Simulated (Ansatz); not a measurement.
# Stack of 1T-PtS2 under 2H-WTe2, unshifted in a perpendicular field, part 3 of 4

What dipole does a perpendicular field induce in the stack of 1T-PtS2 under 2H-WTe2, unshifted, and does the gap follow? A positive field points along +c.

Ansatz 0.2.0; plane-wave DFT, PBEsol-D3(BJ), Ansatz PAW (the session's first sound run).

So far, gap along the path (eV): step 3 (single point, field 0, start network) 0.471; step 5 (field -0.03 V/Å) 0.495; step 6 (field 0.15 V/Å) 0.364; step 7 (field 0.25 V/Å) 0.304; step 8 (field -0.25 V/Å) 0.683.

## (9) Response, atoms held

This step: plane-wave DFT, PBEsol-D3(BJ), Ansatz PAW; response to a field along the normal, atoms held (Ansatz 0.2.0).

The dipoles give the slope, and the difference of two potentials shows where the field is screened.

Numbers from this step:

```yaml
equivalent_conductor_thickness_p_eps_0ae: 11.25 Å
distance_between_the_outer_atoms: 9.687 Å
```

The dipole of the cell by applied field:

```csv
applied field (V/Å),dipole of the cell (e·Å)
-0.250,-0.148
-0.030,-0.00597
0.000,0.0135
0.030,0.0331
0.150,0.112
0.250,0.178
```

Local field over the applied field, running mean. From the potentials at -0.03 and 0.03 V/Å; running mean over 2.5 Å. Table of local field over applied field by z:

```csv
z (Å),local field over applied field
4.5,0.999
5.0,0.997
5.5,0.990
6.0,0.971
6.5,0.924
7.0,0.824
7.5,0.675
8.0,0.500
8.5,0.321
9.0,0.171
9.5,0.0733
10.0,0.0278
10.5,0.0203
11.0,0.0460
11.5,0.102
12.0,0.175
12.5,0.238
13.0,0.264
13.5,0.251
14.0,0.202
14.5,0.129
15.0,0.0645
15.5,0.0338
16.0,0.0293
16.5,0.0292
17.0,0.0283
17.5,0.0341
18.0,0.0473
18.5,0.0779
19.0,0.163
19.5,0.307
20.0,0.477
20.5,0.650
21.0,0.805
21.5,0.911
22.0,0.964
22.5,0.987
23.0,0.995
23.5,0.998
```

Electrons, planar mean, per unit field. Induced electron density against z:

```csv
z (Å),induced electron density (e/Å³ per V/Å)
5,1.5e-5
6,1.3e-4
7,1.0e-3
8,0.00340
9,0.00132
10,5.8e-6
11,-2.5e-4
12,-0.00137
13,-2.6e-4
14,0.00181
15,3.8e-4
16,-1.4e-4
17,-2.0e-4
18,-9.2e-5
19,-7.8e-4
20,-0.00340
21,-0.00112
22,-1.7e-4
23,-2.2e-5
```

The smaller of the gaps on the path and on the k-mesh, counted as 0 under 0.03 eV. The gap by applied field:

```csv
applied field (V/Å),gap (eV)
-0.250,0.683
-0.030,0.494
0.000,0.471
0.030,0.448
0.150,0.364
0.250,0.304
```

By hand: between -0.03 and 0.03 V/Å the dipole changes by 0.03904 e·Å, a slope of 0.6507 e·Å²/V. A perfect conductor of thickness t has p = ε₀AEt, so t = 180.95 × 0.6507 / 10.467 = 11.25 Å (e/ε₀ = 180.95 V·Å, A in Å²).

The induced dipole is that of a conductor 11.25 Å thick.

## (10) Field on, atoms free, field 0.1 V/Å

This step: plane-wave DFT, PBEsol-D3(BJ), Ansatz PAW (Ansatz 0.2.0).

Now the atoms may follow the field. A weak field makes forces of meV/Å to tens of meV/Å, so the force tolerance is set well below the usual one.

input.yaml reads:

```yaml
crystal:
  lattice:
    - [3.4764904109, 0.0, 0.0]
    - [-1.7382452055, 3.0107290119, 0.0]
    - [0.0, 0.0, 27.6872595376]
  atoms:
    - { symbol: S, position: [0.6666666667, 0.3333333333, 0.3250592565] }
    - { symbol: Pt, position: [0.0, 0.0, 0.3701944889] }
    - { symbol: S, position: [0.3333333333, 0.6666666667, 0.4151700607] }
    - { symbol: Te, position: [0.3333333333, 0.6666666667, 0.5440136067] }
    - { symbol: W, position: [0.0, 0.0, 0.6094923724] }
    - { symbol: Te, position: [0.3333333333, 0.6666666667, 0.6749407435] }
kpoints:
  mp_grid: { grid: [12, 12, 1] }
hamiltonian:
  xc: pbesol
  dispersion: d3bj
scf:
  occupations: { method: fermi_dirac, width: 0.05 }
  convergence: { dr2_threshold: 1.0e-10 }
efield:
  axis: 3
  dipole_correction: true
  ramp_position: 0.9668
  ramp_width: 0.0784
  amplitude: 0.1
relax:
  f_tol: 0.001
  max_steps: 60
output:
  write_potential: true
  write_density: true
  volumetric_format: npy
```

The run is started by

```console
$ ansatz run input.yaml --threads 4 --pin off --max-ram 6144MiB --backend cpu --events-out ev --progress --plain --runs-dir out
```

Numbers of over 12 decimals in the logs are rounded to 6 here.

What it wrote:

```text
[...]
Crystal: 6 atoms, lattice volume = 289.796 Å³
Basis set: ecut = 420 eV, 5691 PW (Γ), exchange–correlation on 48×48×384 points (8 copies of the dense FFT grid, shifted against one another)
Bands: 46, of which v1, the nominal top of the filled ones, is band 38 counted from 1 (37 counted from 0)
Symmetry: 6 space group operations
[...]
k-points: 19 of 144 (time reversal used)
[...]
SCF iter   1: F=—  HF=-38218.488968 eV  |F-HF|=—  |Δ(HF+E_count)|=         —  Δρ=4.82e-2  dr2=1.00e1  ethr=3.10e-3  p=0.070 e·Å  D=4.37e-2 V/Å  ΔV_dip=-1.21 eV  dr2_dipole=1.88e-2  V_vac-E_F(+/−)=6.10/4.83 eV  ⟨swp⟩=11.5  Hψ=4289  notcnv=0  defer=1
[...]
SCF iter  19: F=-38216.616788 eV  HF=-38216.616788 eV  |F-HF|=7.28e-12  |Δ(HF+E_count)|=  5.09e-11  Δρ=3.74e-8  dr2=8.39e-12  ethr=1.00e-12  p=0.079 e·Å  D=4.93e-2 V/Å  ΔV_dip=-1.37 eV  dr2_dipole=3.23e-13  V_vac-E_F(+/−)=5.21/4.09 eV  ⟨swp⟩=7.2  Hψ=4376  notcnv=0
SCF 1 converged in 19 iterations: F = -38216.616788 eV  dr2 = 8.39e-12
[...]
relax step   1: F+E_penalty+E_count = -38216.61678774 eV  Δ(F+E_penalty+E_count) = +0.000e0 eV  max|allowed force component| = 1.246e-2 eV/Å  Δτ_max = 0.0000 Å  (19 SCF iters, accepted)
[...]
SCF iter  10: F=-38216.616757 eV  HF=-38216.616757 eV  |F-HF|=8.00e-11  |Δ(HF+E_count)|=  4.58e-10  Δρ=7.32e-8  dr2=2.61e-11  ethr=1.00e-12  p=0.079 e·Å  D=4.95e-2 V/Å  ΔV_dip=-1.37 eV  dr2_dipole=6.01e-13  V_vac-E_F(+/−)=5.20/4.09 eV  ⟨swp⟩=8.0  Hψ=4800  notcnv=0
SCF 2 converged in 10 iterations: F = -38216.616757 eV  dr2 = 2.61e-11
relax step   2: F+E_penalty+E_count = -38216.61675660 eV  Δ(F+E_penalty+E_count) = +3.114e-5 eV  max|allowed force component| = 2.927e-2 eV/Å  Δτ_max = 0.0051 Å  (10 SCF iters, rejected (line search))
SCF iter   1: F=—  HF=-38216.616687 eV  |F-HF|=—  |Δ(HF+E_count)|=         —  Δρ=3.66e-4  dr2=1.56e-4  ethr=2.13e-6  p=0.079 e·Å  D=4.95e-2 V/Å  ΔV_dip=-1.37 eV  dr2_dipole=1.47e-5  V_vac-E_F(+/−)=5.20/4.09 eV  ⟨swp⟩=2.5  Hψ=1698  notcnv=0  defer=28
[...]
SCF iter  10: F=-38216.616793 eV  HF=-38216.616793 eV  |F-HF|=8.73e-11  |Δ(HF+E_count)|=  1.96e-10  Δρ=1.26e-7  dr2=7.60e-11  ethr=1.00e-12  p=0.079 e·Å  D=4.94e-2 V/Å  ΔV_dip=-1.37 eV  dr2_dipole=1.35e-12  V_vac-E_F(+/−)=5.21/4.09 eV  ⟨swp⟩=7.9  Hψ=4748  notcnv=0
SCF 3 converged in 10 iterations: F = -38216.616793 eV  dr2 = 7.60e-11
relax step   3: F+E_penalty+E_count = -38216.61679273 eV  Δ(F+E_penalty+E_count) = -4.993e-6 eV  max|allowed force component| = 1.293e-3 eV/Å  Δτ_max = 0.0011 Å  (10 SCF iters, accepted)
SCF iter   1: F=—  HF=-38216.616831 eV  |F-HF|=—  |Δ(HF+E_count)|=         —  Δρ=7.38e-6  dr2=7.38e-8  ethr=1.33e-9  p=0.079 e·Å  D=4.94e-2 V/Å  ΔV_dip=-1.37 eV  dr2_dipole=3.18e-9  V_vac-E_F(+/−)=5.21/4.09 eV  ⟨swp⟩=2.1  Hψ=1566  notcnv=0  defer=28
[...]
SCF iter   6: F=-38216.616793 eV  HF=-38216.616793 eV  |F-HF|=3.64e-11  |Δ(HF+E_count)|=  5.82e-11  Δρ=1.14e-7  dr2=8.52e-11  ethr=1.00e-12  p=0.079 e·Å  D=4.94e-2 V/Å  ΔV_dip=-1.37 eV  dr2_dipole=1.37e-12  V_vac-E_F(+/−)=5.21/4.09 eV  ⟨swp⟩=7.8  Hψ=4625  notcnv=0
SCF 4 converged in 6 iterations: F = -38216.616793 eV  dr2 = 8.52e-11
relax step   4: F+E_penalty+E_count = -38216.61679286 eV  Δ(F+E_penalty+E_count) = -1.238e-7 eV  max|allowed force component| = 1.064e-4 eV/Å  Δτ_max = 0.0001 Å  (6 SCF iters, accepted)
[...]
the band table was solved once a step of the walk had ended and its energy, with any forces and stress, was formed, with the checks that follow a solve (4657 applications of the Hamiltonian). They found nothing against the state; the energy, forces and stress were not computed again (output.eigenvalues in the input reference)
SCF converged after 6 iterations
Free energy (F): -38216.616793 eV
[...]
Internal energy: -38216.616047 eV  (E = F + TS)
E sigma→0 (E₀):  -38216.616420 eV
Entropy (-TS):   -0.000746 eV (-0.124 meV/atom)
Fermi energy:    2.940848 eV
Dipole field:    D = 0.049375 V/Å  (p = 0.079075 e·Å, saw-weighted, corrected)
Work function:   not extracted (applied field tilts the vacuum); planar V_es + V_field profile in the machine report
[...]
--- Forces (eV/Å), atoms counted from 1 ---
  atom   1  S      0.00000000    -0.00000000     0.00001036
  atom   2  Pt    -0.00000000     0.00000000    -0.00000626
  atom   3  S      0.00000000     0.00000000    -0.00001380
  atom   4  Te     0.00000000     0.00000000    -0.00006092
  atom   5  W     -0.00000000     0.00000000    -0.00003679
  atom   6  Te     0.00000000    -0.00000000     0.00010620
  max |Σ_I F_I| component: 1.22e-6 eV/Å
--- Band table (eV; the first three rows and the last of 19) ---
  k-point 0: bands = [... 34 lower, 1.1557, 1.9838, 1.9838, 2.2705, 4.7307, 4.7307, 6.1279, 6.1279, ... 4 higher]
  k-point 1: bands = [... 34 lower, 1.3196, 1.8289, 2.0048, 2.2965, 4.2511, 4.5999, 5.7417, 5.8000, ... 4 higher]
  k-point 2: bands = [... 34 lower, 1.3735, 1.4569, 1.8874, 2.2196, 3.4526, 4.3576, 4.9126, 5.2997, ... 4 higher]
  k-point 18: bands = [... 34 lower, 0.4993, 0.6527, 1.0448, 2.7816, 3.5147, 3.5554, 4.0580, 4.8362, ... 4 higher]
--- Relaxed structure (4 steps of the walk, 3 accepted, 0 SCFs on fresh bases) ---
  F+E_penalty+E_count = -38216.61679286 eV   max|allowed force component| = 1.064e-4 eV/Å
  atoms:
    - { symbol: S, position: [0.666667, 0.333333, 0.325081] }
    - { symbol: Pt, position: [-1.2335811382928866e-17, -2.1587669922548897e-17, 0.370224] }
    - { symbol: S, position: [0.333333, 0.666667, 0.415208] }
    - { symbol: Te, position: [0.333333, 0.666667, 0.543985] }
    - { symbol: W, position: [-1.2335811382928866e-17, -2.1587669922548897e-17, 0.609451] }
    - { symbol: Te, position: [0.333333, 0.666667, 0.674922] }
```

Wall time 23 s (4 threads of Intel Xeon Platinum 8488C (Sapphire Rapids), shared host); peak memory 0.75 GiB.

No atom moved by 0.005 Å in the relaxation.

Numbers from this step:

```yaml
energy_at_zero_smearing: -38216.6164 eV
dipole_along_the_normal: 0.07907 e·Å
```

The relaxation took 4 steps and lowered the energy by 5.1e-6 eV; the largest force on the free atoms ends at 1.1e-4 eV/Å.

The dipole is 0.0791 e·Å, 0.0655 e·Å from its value without field, and the gap on the mesh 0.411 eV.

## (11) Field on, atoms free, field -0.1 V/Å

The opposite sign, again from the field-free geometry; the difference of the two cancels what relaxes without a field.

input.yaml, as its differences from that of step 10:

```diff
@@ -25,3 +25,3 @@
   ramp_width: 0.0784
-  amplitude: 0.1
+  amplitude: -0.1
 relax:
```

What it wrote:

```text
[...]
Crystal: 6 atoms, lattice volume = 289.796 Å³
Basis set: ecut = 420 eV, 5691 PW (Γ), exchange–correlation on 48×48×384 points (8 copies of the dense FFT grid, shifted against one another)
Bands: 46, of which v1, the nominal top of the filled ones, is band 38 counted from 1 (37 counted from 0)
Symmetry: 6 space group operations
[...]
k-points: 19 of 144 (time reversal used)
[...]
--- Relaxed structure (3 steps of the walk, 2 accepted, 0 SCFs on fresh bases) ---
  F+E_penalty+E_count = -38216.61405820 eV   max|allowed force component| = 6.813e-4 eV/Å
  atoms:
    - { symbol: S, position: [0.666667, 0.333333, 0.325012] }
[...]
- { symbol: S, position: [0.333333, 0.666667, 0.415118] }
    - { symbol: Te, position: [0.333333, 0.666667, 0.544060] }
[...]
- { symbol: Te, position: [0.333333, 0.666667, 0.674982] }
[key lines of the parts left out:]
SCF converged after 11 iterations
Free energy (F): -38216.614058 eV
Fermi energy:    2.946169 eV
Dipole field:    D = -0.032111 V/Å  (p = -0.051426 e·Å, saw-weighted, corrected)
```

Elapsed: 19 s, on 4 threads; peak memory 0.79 GiB; 74 s of CPU time.

Hardly anything moved in the relaxation; the energy changed by under 0.2 meV an atom.

Numbers from this step:

```
energy at zero smearing : -38216.6140 eV
dipole along the normal : -0.05143 e·Å
```

The relaxation took 3 steps and lowered the energy by 5.9e-6 eV; the largest force on the free atoms ends at 6.8e-4 eV/Å.

The dipole is -0.0514 e·Å, -0.0650 e·Å from its value without field, and the gap on the mesh 0.564 eV.

## (12) Response, atoms relaxed

This step: plane-wave DFT, PBEsol-D3(BJ), Ansatz PAW; response to a field along the normal, atoms relaxed (Ansatz 0.2.0).

The same analysis on the two relaxed runs holds the ionic part too; their mesh is coarser, so small differences from the held value can come from that.

Numbers from this step:

```
equivalent conductor thickness p/(ε₀AE) : 11.28 Å
distance between the outer atoms        : 9.690 Å
```

Table of dipole of the cell by applied field:

```csv
applied field (V/Å),dipole of the cell (e·Å)
-0.1000,-0.0514
0.1000,0.0791
```

Local field over the applied field, running mean. From the potentials at -0.1 and 0.1 V/Å; running mean over 2.5 Å. Table of local field over applied field by z:

```csv
z (Å),local field over applied field
5,0.997
6,0.973
7,0.874
8,0.523
9,0.164
10,-0.0214
11,-0.0721
12,0.195
13,0.250
14,0.175
15,-0.00198
16,0.0745
17,0.0887
18,0.0754
19,0.122
20,0.483
21,0.769
22,0.962
23,0.995
```

Electrons, planar mean, per unit field. The induced electron density by z:

z (Å), induced electron density (e/Å³ per V/Å) and a bar from the least value:
```
      4.5     0.0000 ################
      5.0     0.0000 ################
      5.5     0.0000 ################
      6.0     0.0001 ################
      6.5     0.0003 ################
      7.0     0.0009 #################
      7.5     0.0016 #################
      8.0     0.0006 ################
      8.5    -0.0013 ###############
      9.0    -0.0014 ###############
      9.5    -0.0103 #######
     10.0    -0.0162 ##
     10.5     0.0154 #############################
     11.0     0.0093 ########################
     11.5     0.0023 ##################
     12.0     0.0031 ##################
     12.5     0.0019 #################
     13.0     0.0009 #################
     13.5     0.0025 ##################
     14.0     0.0051 ####################
     14.5     0.0170 ##############################
     15.0     0.0079 ######################
     15.5    -0.0189 
     16.0     0.0048 ####################
     16.5     0.0147 ############################
     17.0    -0.0043 ############
     17.5    -0.0155 ###
     18.0     0.0041 ###################
     18.5     0.0119 ##########################
     19.0    -0.0192 
     19.5    -0.0069 ##########
     20.0    -0.0050 ############
     20.5    -0.0028 ##############
     21.0    -0.0012 ###############
     21.5    -0.0005 ###############
     22.0    -0.0002 ################
     22.5    -0.0001 ################
     23.0     0.0000 ################
     23.5     0.0000 ################
```

The induced dipole is that of a conductor 11.28 Å thick.

## (13) With spin-orbit coupling, k-mesh 12×12×1

This step: plane-wave DFT, PBE, fully relativistic PAW with spin-orbit coupling (Ansatz 0.2.0).

Heavy atoms split their bands by spin-orbit coupling, so this run uses fully relativistic files and two-component states.

input.yaml, the sections that differ from step 11:

```yaml
kpoints:
  mp_grid: { grid: [12, 12, 1] }
  band_path:
    path: [[0, 0, 0], [0.5, 0, 0], [0.33333333, 0.33333333, 0], [0, 0, 0]]
    npoints: 16
hamiltonian:
  xc: pbe
  pseudopotentials: { kind: paw_fr }
magnetization:
  noncollinear: true
  spin_orbit: true
scf:
  occupations: { method: fermi_dirac, width: 0.05 }
  convergence: { dr2_threshold: 1.0e-09 }
efield:
  axis: 3
  dipole_correction: true
  ramp_position: 0.97
  ramp_width: 0.06
  amplitude: 0
# crystal, output: as in step 11
# relax: removed
```

What it wrote:

```text
[...]
non-collinear run that drives no moment, with spin-orbit: no starting moment large enough to seed its density (crystal.atoms[].spin), no starting occupations that ask for one, no magnetisation constraint and no magnetic field, so the semilocal B_xc is pinned to zero
Crystal: 6 atoms, lattice volume = 289.796 Å³
Basis set: ecut = 420 eV, 5691 PW (Γ)
Bands: 92, of which v1, the nominal top of the filled ones, is band 76 counted from 1 (75 counted from 0)
Symmetry: 6 space group operations + 6 with time reversal
[...]
k-points: 19 of 144 (time reversal used)
Projection manifold: j_resolved (fully-relativistic pseudo-atomic orbitals)
[...]
SCF iter   1: F=—  HF=-38739.453406 eV  |F-HF|=—  |Δ(HF+E_count)|=         —  Δρ=4.82e-2  dr2=1.01e1  dr2_m=0.00e0 (ungated)  ethr=3.10e-3  |M|=0.00e0 ∫|m|=0.00e0 μB  |m|>n=0.0e0 m-floor=0.0e0 τ_xc=0.0e0  β_m=1.00  p=-0.000 e·Å  D=-1.12e-6 V/Å  ΔV_dip=0.00 eV  dr2_dipole=1.11e-2  V_vac-E_F(+/−)=5.36/5.36 eV  ⟨swp⟩=11.1  Hψ=9666  notcnv=0  defer=19
[...]
spin=Noncollinear: LDOS preconditioning applied to the charge; magnetization (m_x, m_y, m_z) channels mix plain (no charge-response kernel on spin).
SCF iter   2: F=—  HF=-38746.648180 eV  |F-HF|=—  |Δ(HF+E_count)|=    7.19e0  Δρ=6.78e-2  dr2=2.20e2  dr2_m=0.00e0 (ungated)  ethr=3.10e-3  |M|=0.00e0 ∫|m|=0.00e0 μB  |m|>n=0.0e0 m-floor=0.0e0 τ_xc=0.0e0  β_m=0.35  p=0.552 e·Å  D=3.45e-1 V/Å  ΔV_dip=-9.54 eV  dr2_dipole=2.14e2  V_vac-E_F(+/−)=-1.66/7.88 eV  ⟨swp⟩=11.5  Hψ=8288  notcnv=0  defer=153  recentre
[...]
SCF iter  17: F=-38737.643707 eV  HF=-38737.643707 eV  |F-HF|=1.31e-10  |Δ(HF+E_count)|=   2.60e-9  Δρ=4.29e-7  dr2=8.76e-10  dr2_m=0.00e0 (ungated)  ethr=1.32e-12  |M|=0.00e0 ∫|m|=0.00e0 μB  |m|>n=0.0e0 m-floor=0.0e0 τ_xc=0.0e0  p=0.017 e·Å  D=1.06e-2 V/Å  ΔV_dip=-0.29 eV  dr2_dipole=2.29e-10  V_vac-E_F(+/−)=4.34/4.63 eV  ⟨swp⟩=15.8  Hψ=8024  notcnv=0
SCF 1 converged in 17 iterations: F = -38737.643707 eV  dr2 = 8.76e-10
[...]
SCF converged after 17 iterations
Magnetization: |M| = 0.0000 μB,  M = (+0.0000, +0.0000, +0.0000) μB
Absolute magnetization: 0.0000 μB (∫|m|)
  site 0: m = (+0.0000, +0.0000, +0.0000) μB, |m| = 0.0000 μB  (R = 0.98 Å)
  site 1: m = (+0.0000, +0.0000, +0.0000) μB, |m| = 0.0000 μB  (R = 0.97 Å)
  site 2: m = (+0.0000, +0.0000, +0.0000) μB, |m| = 0.0000 μB  (R = 0.97 Å)
  site 3: m = (+0.0000, +0.0000, +0.0000) μB, |m| = 0.0000 μB  (R = 1.12 Å)
  site 4: m = (+0.0000, +0.0000, +0.0000) μB, |m| = 0.0000 μB  (R = 1.12 Å)
  site 5: m = (+0.0000, +0.0000, +0.0000) μB, |m| = 0.0000 μB  (R = 1.12 Å)
Free energy (F): -38737.643707 eV
[...]
Internal energy: -38737.642304 eV  (E = F + TS)
E sigma→0 (E₀):  -38737.643006 eV
Entropy (-TS):   -0.001402 eV (-0.234 meV/atom)
Fermi energy:    3.171634 eV
Dipole field:    D = 0.010588 V/Å  (p = 0.016958 e·Å, saw-weighted, corrected)
Work function:   Φ+ = 4.3409 eV   Φ− = 4.6341 eV
[...]
--- Band table (eV; the first three rows and the last of 19) ---
  k-point 0: bands = [... 72 lower, 2.2858, 2.2858, 2.5123, 2.5123, 4.7379, 4.7379, 4.9784, 4.9784, ... 12 higher]
  k-point 1: bands = [... 72 lower, 2.1754, 2.2091, 2.4619, 2.5519, 4.3594, 4.3605, 4.7664, 4.7666, ... 12 higher]
  k-point 2: bands = [... 72 lower, 1.9628, 2.0367, 2.3212, 2.4376, 3.6244, 3.6271, 4.5038, 4.5038, ... 12 higher]
  k-point 18: bands = [... 72 lower, 1.0966, 1.1193, 2.6475, 3.1050, 3.6534, 3.6920, 3.7420, 3.7934, ... 12 higher]
```

Elapsed: 1.8 min, on 4 threads; peak memory 2.7 GiB.

Numbers from this step:

```yaml
energy_at_zero_smearing: -38737.6430 eV
dipole_along_the_normal: 0.01696 e·Å
gap_along_the_path: 0.2547 eV
smallest_direct_gap_along_the_path: 0.5354 eV
step_between_the_vacuum_levels: -0.2932 eV
ionisation_energy_upper_face: 4.408 eV
electron_affinity_upper_face: 4.153 eV
ionisation_energy_lower_face: 4.701 eV
gap_the_smaller_of_path_and_mesh: 0.2547 eV
```

Electronic bands along the path, in eV, zero at the Fermi level of the run, which the smearing sets inside the gap:

```csv
point,band 73,band 74,band 75,band 76,band 77,band 78,band 79,band 80
Γ,-0.89,-0.89,-0.66,-0.66,1.57,1.57,1.81,1.81
halfway,-1.34,-1.26,-1.10,-1.08,0.22,0.23,1.22,1.22
M,-1.34,-1.34,-0.63,-0.63,1.28,1.28,1.53,1.53
halfway,-2.06,-1.99,-0.79,-0.40,0.64,0.65,1.12,1.15
K,-2.08,-2.05,-0.52,-0.07,0.48,0.52,0.57,0.62
halfway,-1.43,-1.13,-0.90,-0.69,0.40,0.41,0.65,0.68
Γ,-0.89,-0.89,-0.66,-0.66,1.57,1.57,1.81,1.81
```

The gap is 0.25 eV, with the valence edge 4.41 eV and the conduction edge 4.15 eV under the upper vacuum level.

(Continued in part 4 of 4.)

[Logs are printed without paths, hosts, clocks, repeated set-up lines and the standing remarks that a program may print on its own settings, such as how far it seeks lower states.]

[Hosts, paths, dates, database ids (printed as entryN), source tags and the programs' standing remarks are cut or masked in the printed files.]

[Maps of the electrostatic potential energy from Ansatz leave out the sawtooth potential of an applied field or a dipole correction, so their vacuum need not be flat; planar profiles and work functions include it.]
